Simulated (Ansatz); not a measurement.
# Si2Mo (I4/mmm) in Ansatz: band structure with HSE06

Aim: the band structure of Si2Mo with HSE06.

All numbers are computed with Ansatz 0.2.0; they aren't measurements. Logs are shortened: lines on timing, memory, paths and dates and some standing lists are left out, and cuts for length are marked.

## Step 1: The crystal as given

The structure is tetragonal, space group I4/mmm (No. 139). Conventional cell: a = 3.200 Å, b = 3.200 Å, c = 7.861 Å, α = 90.00°, β = 90.00°, γ = 90.00°. Mo (site symmetry 4/mmm) has 10 Si at 2.62 Å as nearest neighbours. Around Si (site symmetry 4mm) lie 5 Si at 2.61 to 2.63 Å and 5 Mo at 2.62 Å.

## Step 2: Band structure, HSE06

The input, input:

```
crystal:
  lattice:
    - [-1.6, 1.6, 3.9305]
    - [1.6, -1.6, 3.9305]
    - [1.6, 1.6, -3.9305]
  atoms:
    - { symbol: Mo, position: [0.0, 0.0, 0.0] }
    - { symbol: Si, position: [0.667, 0.667, 0.0] }
    - { symbol: Si, position: [0.333, 0.333, 0.0] }
hamiltonian:
  xc: hse06
  pseudopotentials: { kind: paw }
kpoints:
  mp_grid: { grid: [8, 8, 8] }
  band_path:
    path:
      - [[0.0, 0.0, 0.0], [0.0, 0.0, 0.5], [-0.0828541695, 0.0828541695, 0.5], [-0.2914270847, 0.2914270847, 0.2914270847], [0.0, 0.0, 0.0], [0.5, 0.5, -0.5], [0.2914270847, 0.7085729153, -0.2914270847], [0.0, 0.5, 0.0], [0.25, 0.25, 0.25], [0.5, 0.5, -0.0828541695], [0.5, 0.5, -0.5]]
      - [[0.0, 0.0, 0.5], [0.25, 0.25, 0.25]]
    npoints: 4
scf:
  occupations: { method: fermi_dirac, width: 0.05 }
  n_extra_bands: 7
output:
  forces: true
  stress: true
  eigenvalues: true
  fatbands: false
```

Potentials or basis: Ansatz PAW.

What it wrote:

```text
Warning: output.stress: scf.convergence.dr2_threshold = 1e-7 eV (the SCF's general default) is looser than the 3e-10 eV advised for a printed stress (1e-10 eV for each atom of the cell: 3). What an SCF threshold leaves in a stress goes as its square root, and in the free energy as the threshold itself, and one threshold admits the most on a small cell: of the crystals measured, under no hybrid functional and no lock of the moments, on runs that ended without the residual-converged pass, on stresses that held no estimate of that error, the worst erred by over 100 MPa in a component at 1e-7 eV an atom and by under 5 at 1e-10. Set scf.convergence.dr2_threshold to 3e-10 eV or tighter. The threshold is an SCF's pass mark: one that does not reach it within its budget of iterations ends unconverged, or closes short of it on a stop that the run arms, and scf.convergence.dr2_threshold's page says what that costs each kind of run
Warning: output.stress: scf.exx.energy_threshold = 1e-6 eV is looser than the 3e-8 eV advised for a stress under a hybrid functional (1e-8 eV for each atom of the cell: 3). Every SCF of the exchange loop can meet its threshold on dr2 while the loop round them stops early: no threshold on dr2 bounds what that leaves in the stress. Set scf.exx.energy_threshold to 3e-8 eV or tighter. The threshold is the loop's pass mark: a loop that does not reach it within its budget of cycles ends unconverged, and scf.exx.energy_threshold's page has the law
basis.fft_grid_basis auto: the FFT boxes are laid along the combinations [[1, 0, 1], [0, 1, 1], [0, 0, 1]] of the cell's own vectors, 3.200, 3.200 and 4.535 Å long. The dense box has 24×24×32 points. Along the cell's own vectors, as sized, it would have 32×32×32, 1.78 times as many. Of the 16 symmetry operations that the crystal satisfies within crystal.symmetry.tolerance (time reversal apart; of a slab, those that keep its plane) the dense box along the cell's own vectors carries 16, and the one as laid loses 12 of those. basis.fft_grid_basis: typed keeps the cell's own vectors: state it where this run's energies or levels are differenced outside the engine with another run's, or held beside a run that keeps those vectors.
scf.n_extra_bands = 7 over 11 filled bands (N_el = 22.0): the run solves 18 bands
GPUs: using 1 of 1 available (devices: 1).
Engine: ansatz 0.2.0, x86_64-unknown-linux-gnu
Pseudopotentials: kind: paw
Pseudopotential: Mo, paw, valence charge 14, recommended cutoff 420 eV (normal), Mo.paw.azcp
Pseudopotential: Si, paw, valence charge 4, recommended cutoff 420 eV (normal), Si.paw.azcp
Functional definition: HSE06
  parameter a = 0.25
  parameter omega = 0.11/bohr
  exchange = pbe_x - a*pbe_x_sr(omega) + a*exact_x_sr(omega)
  correlation = pbe_c
device memory: the entry about to start is reckoned to put 0.9 GiB on a device that reports 41.2 GiB free (of which the cap on the GPU budget leaves the run 18.0 GiB)
GPU FFT provider: cuFFT
GPU libraries: cuBLAS 13.8.2, cuFFT 12.4.0, cuSOLVER 12.3.4
Crystal: 3 atoms, lattice volume = 40.248 Å³
Basis set: ecut = 420 eV, 769 PW (Γ), FFT grids on a1+a3, a2+a3, a3, exchange–correlation on 48×48×64 points (8 copies of the dense FFT grid, shifted against one another)
Bands: 18, of which v1, the nominal top of the filled ones, is band 11 counted from 1 (10 counted from 0)
Symmetry: 16 space group operations
Space group: I4/mmm (ITA 139), of the structure as read, at distance tolerance 3.4e-5 Å
k-points: 59 of 512
Non-local potential: Mo, projectors of the file, l = 0: 3, l = 1: 2, l = 2: 2, l = 3: 1
Non-local potential: Si, projectors of the file, l = 0: 2, l = 1: 2, l = 2: 2
PAW form: soft (Blöchl's): semilocal exchange-correlation on the pseudo side does not see the compensation charge
PAW frozen core: Mo, regenerated for the run's functional, and the local potential with it (the file was generated under x = pbe(κ = 0.804, μ = 0.2195149727645171), c = pbe(β = 0.06672455060314922))
PAW frozen core: Si, regenerated for the run's functional, and the local potential with it (the file was generated under x = pbe(κ = 0.804, μ = 0.2195149727645171), c = pbe(β = 0.06672455060314922))
PAW one-centre angular grid: Mo, 590 points (default); XC on 64 Gauss nodes
PAW one-centre angular grid: Si, 110 points (default); XC on 64 Gauss nodes
Initial density: superposition of atomic densities (neutral atoms: chi_scale 0, normalization atom), corrected by the library's trained network
Initial wavefunctions: pseudopotential atomic-orbital guess
GPU buffer pool allocated for 18432 grid points (all kernels)
GPU transforms: local potential and band sums: pruned to the plane-wave sphere, on 24×24×32
Functional: x = pbe(κ = 0.804, μ = 0.2195149727645171), c = pbe(β = 0.06672455060314922), warm-up for x = pbe(κ = 0.804, μ = 0.2195149727645171) + 0.25 (exact − pbe) at short range (hse, ω = 0.20786987370883472 Å⁻¹), c = pbe(β = 0.06672455060314922); HSE06 as pw.x's `hse` composes it (authors' and Libxc's form: `xc: wpbeh`)
SCF iter   1: F=—  HF=-6229.118056 eV  |F-HF|=—  |Δ(HF+E_count)|=         —  Δρ=4.45e-3  dr2=7.94e-3  ethr=1.77e-3  ⟨swp⟩=6.9  Hψ=4593  notcnv=0
preconditioner: auto → none  [insulator: Δε(μ)=0.168 eV  Ē_g=9.420 eV  σ=0.050 eV  W_gap=0.56  n_scr=10 (ndim 8)  ℏωp=21.9 eV  f_vac=0.000  D(μ)=0.23/eV (n_scr^D=0)]
iter 2 solved again at ethr=2.46e-6 eV; its pass at ethr=3.61e-5 eV (dr2=5.41e-4 eV) is discarded
SCF iter   2: F=—  HF=-6229.116666 eV  |F-HF|=—  |Δ(HF+E_count)|=   1.39e-3  Δρ=1.76e-3  dr2=5.32e-4  ethr=2.46e-6  ⟨swp⟩=2.3  Hψ=4043  notcnv=0  defer=3
SCF iter   3: F=—  HF=-6229.116767 eV  |F-HF|=—  |Δ(HF+E_count)|=   1.01e-4  Δρ=6.11e-4  dr2=4.85e-5  ethr=2.42e-6  ⟨swp⟩=2.4  Hψ=1752  notcnv=0  defer=2
SCF iter   4: F=—  HF=-6229.116796 eV  |F-HF|=—  |Δ(HF+E_count)|=   2.92e-5  Δρ=9.83e-5  dr2=9.41e-7  ethr=2.20e-7  ⟨swp⟩=2.8  Hψ=1815  notcnv=0  defer=1
SCF iter   5: F=—  HF=-6229.116798 eV  |F-HF|=—  |Δ(HF+E_count)|=   1.32e-6  Δρ=1.11e-5  dr2=5.14e-8  ethr=4.28e-9  ⟨swp⟩=3.9  Hψ=2252  notcnv=0
SCF iter   6: F=—  HF=-6229.116798 eV  |F-HF|=—  |Δ(HF+E_count)|=   6.50e-9  Δρ=2.56e-6  dr2=1.37e-9  ethr=2.34e-10  ⟨swp⟩=2.9  Hψ=1875  notcnv=0
SCF iter   7: F=-6229.116798 eV  HF=-6229.116798 eV  |F-HF|=1.09e-11  |Δ(HF+E_count)|=  4.35e-10  Δρ=3.74e-7  dr2=2.50e-11  ethr=6.22e-12  ⟨swp⟩=3.1  Hψ=2081  notcnv=0
SCF 1 converged in 7 iterations: F = -6229.116798 eV  dr2 = 2.50e-11
device memory: the entry about to start is reckoned to put 1.5 GiB (of the 1.6 GiB reckoned in all, the device holds 0.1 GiB already) on a device that reports 40.4 GiB free (of which the cap on the GPU budget leaves the run 17.9 GiB)
GPU FFT provider: cuFFT
GPU libraries: cuBLAS 13.8.2, cuFFT 12.4.0, cuSOLVER 12.3.4
Initial density: handed on by an earlier stage of this run
Initial wavefunctions: those handed on with the density
GPU buffer pool allocated for 18432 grid points (all kernels)
GPU transforms: local potential and band sums: pruned to the plane-wave sphere, on 24×24×32
Functional: x = pbe(κ = 0.804, μ = 0.2195149727645171) + 0.25 (exact − pbe) at short range (hse, ω = 0.20786987370883472 Å⁻¹), c = pbe(β = 0.06672455060314922); HSE06 as pw.x's `hse` composes it (authors' and Libxc's form: `xc: wpbeh`)
Exchange kernel: α = 0.2500, screened, ω = 0.2079 Å⁻¹, Wigner–Seitz truncation, v(0) = 1046.8944 eV·Å³, q-mesh 8×8×8, nearest image of the exchange supercell L = 25.60 Å, pair-density grid 20×20×27, without the augmentation charges, whose exchange is taken in its separable form by FFT convolution over the k-point mesh (the finest that the files' search goes to), smooth part of the exact exchange by density-matrix convolution in up to 6.35 GiB of GPU memory as planned if the GPU has room (build and FFT work areas not counted)
Frozen-core exchange: fock
iter 1 solved again at ethr=8.46e-5 eV; its pass at ethr=1.00e-1 eV (dr2=1.86e-2 eV) is discarded
SCF iter   1: F=—  HF=-6232.165801 eV  |F-HF|=—  |Δ(HF+E_count)|=         —  Δρ=7.33e-3  dr2=2.16e-2  ethr=8.46e-5  ⟨swp⟩=3.9  Hψ=4855  notcnv=0
preconditioner: auto → none  [insulator: Δε(μ)=0.271 eV  Ē_g=10.775 eV  σ=0.050 eV  W_gap=0.73  n_scr=10 (ndim 8)  ℏωp=21.9 eV  f_vac=0.000  D(μ)=0.12/eV (n_scr^D=0)]
SCF iter   2: F=—  HF=-6232.159326 eV  |F-HF|=—  |Δ(HF+E_count)|=   6.47e-3  Δρ=3.35e-3  dr2=1.02e-2  ethr=8.46e-5  ⟨swp⟩=3.0  Hψ=2835  notcnv=0
SCF iter   3: F=—  HF=-6232.157800 eV  |F-HF|=—  |Δ(HF+E_count)|=   1.53e-3  Δρ=2.22e-3  dr2=3.69e-3  ethr=3.75e-5  ⟨swp⟩=3.0  Hψ=2472  notcnv=0
SCF iter   4: F=—  HF=-6232.163109 eV  |F-HF|=—  |Δ(HF+E_count)|=   5.31e-3  Δρ=1.70e-3  dr2=1.18e-3  ethr=1.32e-5  ⟨swp⟩=3.1  Hψ=1967  notcnv=0
SCF iter   5: F=—  HF=-6232.162795 eV  |F-HF|=—  |Δ(HF+E_count)|=   3.14e-4  Δρ=6.31e-4  dr2=1.59e-4  ethr=5.02e-6  ⟨swp⟩=2.5  Hψ=1768  notcnv=0
SCF iter   6: F=—  HF=-6232.163010 eV  |F-HF|=—  |Δ(HF+E_count)|=   2.15e-4  Δρ=3.41e-4  dr2=6.93e-5  ethr=5.04e-7  ⟨swp⟩=3.0  Hψ=2081  notcnv=0
SCF iter   7: F=—  HF=-6232.162996 eV  |F-HF|=—  |Δ(HF+E_count)|=   1.45e-5  Δρ=6.21e-5  dr2=4.67e-6  ethr=2.67e-7  ⟨swp⟩=2.2  Hψ=1729  notcnv=0
SCF iter   8: F=—  HF=-6232.163007 eV  |F-HF|=—  |Δ(HF+E_count)|=   1.14e-5  Δρ=9.15e-5  dr2=6.40e-6  ethr=8.19e-9  ⟨swp⟩=4.1  Hψ=3200  notcnv=0
SCF iter   9: F=-6232.163006 eV  HF=-6232.163006 eV  |F-HF|=2.37e-8  |Δ(HF+E_count)|=   1.37e-6  Δρ=6.44e-6  dr2=3.88e-7  ethr=8.19e-9  ⟨swp⟩=3.0  Hψ=1951  notcnv=0
SCF 2 stopped early in 9 iterations: F = -6232.163006 eV  dr2 = 3.88e-7
  Residual-converged pass: ⟨swp⟩=3.2  Hψ=2349  notcnv=0  max |occ|·‖R‖ = 6.6e-6 eV (tolerance 6.7e-6 eV)  dr2=3.87e-7  dr2_onsite=5.28e-10  max |Δocc| = 1.0e-10
hybrid outer 1: dexx = +6.852e-3 eV, tail = 7.31e-6 eV
GPU FFT provider: cuFFT
GPU libraries: cuBLAS 13.8.2, cuFFT 12.4.0, cuSOLVER 12.3.4
GPU buffer pool allocated for 18432 grid points (all kernels)
GPU transforms: local potential and band sums: pruned to the plane-wave sphere, on 24×24×32
Exchange kernel: α = 0.2500, screened, ω = 0.2079 Å⁻¹, Wigner–Seitz truncation, v(0) = 1046.8944 eV·Å³, q-mesh 8×8×8, nearest image of the exchange supercell L = 25.60 Å, pair-density grid 20×20×27, without the augmentation charges, whose exchange is taken in its separable form by FFT convolution over the k-point mesh (the finest that the files' search goes to), smooth part of the exact exchange by density-matrix convolution in up to 6.35 GiB of GPU memory as planned if the GPU has room (build and FFT work areas not counted)
Frozen-core exchange: fock
SCF iter   1: F=—  HF=-6232.162964 eV  |F-HF|=—  |Δ(HF+E_count)|=         —  Δρ=3.67e-5  dr2=2.55e-7  ethr=1.66e-7  ⟨swp⟩=3.9  Hψ=2700  notcnv=0
preconditioner: auto → none  [insulator: Δε(μ)=0.255 eV  Ē_g=10.765 eV  σ=0.050 eV  W_gap=0.72  n_scr=10 (ndim 8)  ℏωp=21.9 eV  f_vac=0.000  D(μ)=0.13/eV (n_scr^D=0)]
SCF iter   2: F=—  HF=-6232.162964 eV  |F-HF|=—  |Δ(HF+E_count)|=   7.88e-8  Δρ=1.20e-5  dr2=2.50e-8  ethr=1.07e-9  ⟨swp⟩=3.1  Hψ=2032  notcnv=0
SCF iter   3: F=—  HF=-6232.162964 eV  |F-HF|=—  |Δ(HF+E_count)|=   8.43e-8  Δρ=2.83e-6  dr2=5.15e-9  ethr=4.80e-11  ⟨swp⟩=4.1  Hψ=2609  notcnv=0  defer=2
SCF iter   4: F=-6232.162964 eV  HF=-6232.162964 eV  |F-HF|=9.09e-12  |Δ(HF+E_count)|=   1.12e-9  Δρ=2.68e-7  dr2=1.14e-10  ethr=1.90e-11  ⟨swp⟩=2.8  Hψ=1881  notcnv=0
SCF 3 converged in 4 iterations: F = -6232.162964 eV  dr2 = 1.14e-10
  Residual-converged pass: ⟨swp⟩=3.9  Hψ=2455  notcnv=0  max |occ|·‖R‖ = 2.7e-7 eV (tolerance 2.7e-7 eV)  dr2=1.12e-10  dr2_onsite=1.21e-12  max |Δocc| = 8.4e-13
hybrid outer 2: dexx = +1.020e-7 eV, tail = 4.02e-9 eV, Δε = 6.22e-4 eV (about 1.38e-5 eV left of the loop's levels), ΔF = 5.97e-4 eV/Å (tail 1.86e-4)
device memory: the entry about to start is reckoned to put 0.4 GiB on a device that reports 40.7 GiB free (of which the cap on the GPU budget leaves the run 18.0 GiB)
NSCF: frozen V_eff on 46 k-points, pencils in batches of 32, up to order 80
hybrid SCF converged: 2 outer / 13 inner (+7 warm-up), last move |dexx| = 1.02e-7 eV, tail = 4.02e-9 eV
Stability not checked: this state was not tested for a lower state beside it, because the functional holds exact exchange (a hybrid, or Hartree-Fock), whose exchange loop this test does not read (fock_operator; see scf.lower_state_search)
Free energy (F): -6232.162964 eV
Frozen-core exchange: fock
Harris-Foulkes:  -6232.162964 eV  (|F-HF|=9.09e-12)
Internal energy: -6232.161989 eV  (E = F + TS)
E sigma→0 (E₀):  -6232.162477 eV
Entropy (-TS):   -0.000976 eV (-0.325 meV/atom)
Fermi energy:    15.913006 eV
--- Per-component energies (eV) ---
  E_band       = -82.064751
  E_kinetic    = 530.311052
  E_local      = -1142.306332  (includes V_loc(G=0)·N_el)
  E_nonlocal   = 189.553285
  E_hartree    = 425.571082
  E_xc         = -240.746583
  E_vxc        = -263.196822  (∫ρ·V_xc dr)
  E_exx        = -53.852116  (= α·E_x^exact, valence–valence)
  E_paw        = -4232.612823  (= ΣΔE_a)
  E_vpaw       = -139.864089  (= ΣTr[D̂ρ^β])
  E_aug_tail   = 0.000041  (compensation charges beyond the density's cutoff)
  E_ewald      = -1707.522119
  E_core_change = -0.557477  (= ΣΔE_core)
  E_smearing   = -0.000976  (= −TS)
  E_closure    = 0.000001  (closes the sum)
  Σ components = -6232.162964   (vs F -6232.162964, Δ=0.00e0)
--- Forces (eV/Å), atoms counted from 1 ---
  atom   1  Mo    -0.00000000    -0.00000000     0.00000000
  atom   2  Si    -0.00000000    -0.00000000    -0.51186273
  atom   3  Si     0.00000000     0.00000000     0.51186273
  max |Σ_I F_I| component: 3.41e-26 eV/Å
--- Stress (GPa, compression-positive) ---
       -2.639764       0.000000      -0.000000
        0.000000      -2.639764       0.000000
       -0.000000       0.000000      -5.613519
  P = ⅓ Tr σ = -3.6310 GPa (-36.310 kbar)
--- Band table (eV; the first three rows and the last of 59) ---
  k-point 0: bands = ["-48.8632", "-21.6603", "-21.5124", "-21.5124", "0.7588", "8.7325", "11.9673", "12.5767", "12.7258", "12.7258", "16.2642", "19.3657", "19.4524", "19.9696", "19.9696", "20.7628", "21.6772", "21.6772"]
  k-point 1: bands = ["-48.8570", "-21.6517", "-21.5559", "-21.5520", "1.2895", "9.1865", "10.7744", "11.5995", "12.7093", "13.9140", "14.5838", "18.5669", "19.8689", "20.0756", "20.2317", "21.2052", "22.9074", "23.3359"]
  k-point 2: bands = ["-48.8418", "-21.6548", "-21.6465", "-21.6314", "2.7619", "9.6755", "9.8490", "9.9530", "12.7771", "13.1740", "13.7762", "19.2134", "19.8271", "20.0778", "20.3232", "21.0951", "21.9986", "24.4453"]
  k-point 58: bands = ["-48.8631", "-21.6837", "-21.5135", "-21.5135", "2.8022", "4.5999", "12.0472", "13.3461", "15.1182", "15.1182", "15.3022", "15.3022", "16.4513", "21.0882", "21.8997", "22.6101", "25.2903", "25.7940"]
```

Wall time 2.5 min (1 × NVIDIA H100 80GB HBM3 with 2 threads of AMD EPYC 7R13 (Zen 3), shared host); peak memory 4 GiB.

Results:

```yaml
Free_energy: -6232.1630 eV
Pressure: -3.6 GPa
Largest_force: 0.512 eV/Å
Band_gap_on_the_k_mesh: none (metal or under the smearing width)
```

Forces in eV/Å, atoms in the order of the input:
```
Mo   0.000  0.000  0.000
Si   0.000  0.000 -0.512
Si   0.000  0.000  0.512
```

Levels at the corners of the path, in eV from the Fermi level:
| point | band 8 | band 9 | band 10 | band 11 | band 12 | band 13 | band 14 | band 15 |
| --- | --- | --- | --- | --- | --- | --- | --- | --- |
| Γ | -3.34 | -3.19 | -3.19 | 0.35 | 3.45 | 3.54 | 4.06 | 4.06 |
| X | -5.95 | -5.18 | -3.64 | -1.53 | 3.15 | 3.41 | 3.42 | 3.79 |
| Y | -5.19 | -4.42 | -3.50 | -2.11 | 2.28 | 2.46 | 3.25 | 5.34 |
| S | -3.15 | -2.93 | -2.79 | -0.63 | 2.07 | 3.64 | 4.03 | 5.14 |
| Γ | -3.34 | -3.19 | -3.19 | 0.35 | 3.45 | 3.54 | 4.06 | 4.06 |
| Z | -2.57 | -0.79 | -0.79 | -0.61 | -0.61 | 0.54 | 5.18 | 5.99 |
| S1 | -3.15 | -2.93 | -2.79 | -0.63 | 2.07 | 3.64 | 4.03 | 5.14 |
| N | -5.14 | -3.04 | -3.00 | -0.74 | 3.03 | 3.44 | 4.76 | 4.76 |
| P | -7.10 | -3.27 | -2.52 | -2.52 | 0.53 | 3.15 | 4.52 | 4.52 |
| Y1 | -5.19 | -4.42 | -3.50 | -2.11 | 2.28 | 2.46 | 3.25 | 5.34 |
| Z | -2.57 | -0.79 | -0.79 | -0.61 | -0.61 | 0.54 | 5.18 | 5.99 |
| X | -5.95 | -5.18 | -3.64 | -1.53 | 3.15 | 3.41 | 3.42 | 3.79 |
| P | -7.10 | -3.27 | -2.52 | -2.52 | 0.53 | 3.15 | 4.52 | 4.52 |

Caveat: the PAW data sets come from PBE, with cores solved anew for the run's functional, which leaves a small shift of forces and pressure; the thresholds are loose for stress.
